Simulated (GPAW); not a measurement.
## Al: band structure with PBE

Crystal: Al.

```xyz
1
Lattice="0.0000 2.0248 2.0248 2.0248 0.0000 2.0248 2.0248 2.0248 0.0000" Properties=species:S:1:pos:R:3 pbc="T T T"
Al    0.0000    0.0000    0.0000
```

```json
{"Program": "GPAW 26.7.0", "Task": "band structure", "Functional": "PBE", "Potentials or basis": "PAW data sets generated in the run's folder for this functional", "Cutoff": "600 eV", "Basis": "pw", "k mesh": "11 × 11 × 11", "Occupations": "fermi-dirac, width 0.05 eV", "Spin": "no spin polarisation", "Maxiter": "150", "Band path": "GXWKGLUWLK,UX", "Band points": "100"}
```

* Pressure: -0.3 GPa
* Band gap along the path: none (metal or under the smearing width)

Levels at the corners of the path, in eV from the Fermi level:
| point | band 1 | band 2 | band 3 | band 4 | band 5 |
| --- | --- | --- | --- | --- | --- |
| Γ | -11.11 | 12.58 | 12.58 | 12.58 | 14.03 |
| X | -2.92 | -1.61 | 5.24 | 5.56 | 5.56 |
| W | -0.85 | -0.85 | 0.17 | 1.07 | 15.80 |
| K | -1.89 | -1.36 | -0.42 | 6.53 | 8.17 |
| Γ | -11.11 | 12.58 | 12.58 | 12.58 | 14.03 |
| L | -4.58 | -4.38 | 11.35 | 11.35 | 11.42 |
| U | -1.89 | -1.36 | -0.42 | 6.53 | 8.17 |
| W | -0.85 | -0.85 | 0.17 | 1.07 | 15.80 |
| L | -4.58 | -4.38 | 11.35 | 11.35 | 11.42 |
| K | -1.89 | -1.36 | -0.42 | 6.53 | 8.17 |
| U | -1.89 | -1.36 | -0.42 | 6.53 | 8.17 |
| X | -2.92 | -1.61 | 5.24 | 5.56 | 5.56 |

It took 11 s on 1 thread of Arm Neoverse V2, with other jobs on the host, peak memory 0.15 GiB.
